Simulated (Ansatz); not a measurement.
TiAl3:

```
CELL_PARAMETERS angstrom
-1.91111 1.91111 4.28067
1.91111 -1.91111 4.28067
1.91111 1.91111 -4.28067
ATOMIC_POSITIONS crystal
Ti 0.00000 0.00000 0.00000
Al 0.25000 0.75000 0.50000
Al 0.75000 0.25000 0.50000
Al 0.50000 0.50000 0.00000
```

The cell comes from a database or a generator and needn't be the stable form of this composition.

| Item | Value |
| --- | --- |
| Program | Ansatz 0.2.0 |
| Task | relaxation of cell and atoms |
| Functional | revPBE |
| Potentials or basis | Ansatz PAW |
| Cutoff | 420 eV (not typed: the program's choice for these potentials) |
| k mesh | 10 × 10 × 10 |
| Occupations | fermi-dirac, width 0.05 eV |
| Spin | no spin polarisation |

At the start: volume 15.63 Å³/atom.

Task: Where does the relaxation end?

Result: It ends after 5 steps and the volume is 16.19 Å³/atom (+3.6 %); space group I4/mmm (No. 139, to 0.05 Å).

Step by step:
```tsv
step	energy change (eV)	largest force (eV/Å)	volume (Å³)
1	0.0000	0.0000	62.54
2	-0.0208	0.0000	65.64
3	-0.0255	0.0000	64.82
4	-0.0256	0.0000	64.77
5	-0.0265	0.0000	64.77
```

Final structure:
```
CELL_PARAMETERS angstrom
-1.93420 1.93420 4.32844
1.93420 -1.93420 4.32844
1.93420 1.93420 -4.32844
ATOMIC_POSITIONS crystal
Ti 0.00000 0.00000 0.00000
Al 0.25000 0.75000 0.50000
Al 0.75000 0.25000 0.50000
Al 0.50000 0.50000 0.00000
```

Caveat: the plane-wave basis is chosen anew once the cell has moved, so the energies of steps on either side of that aren't comparable; the PAW data sets come from PBE, with cores solved anew for the run's functional, which leaves a small shift of forces and pressure.
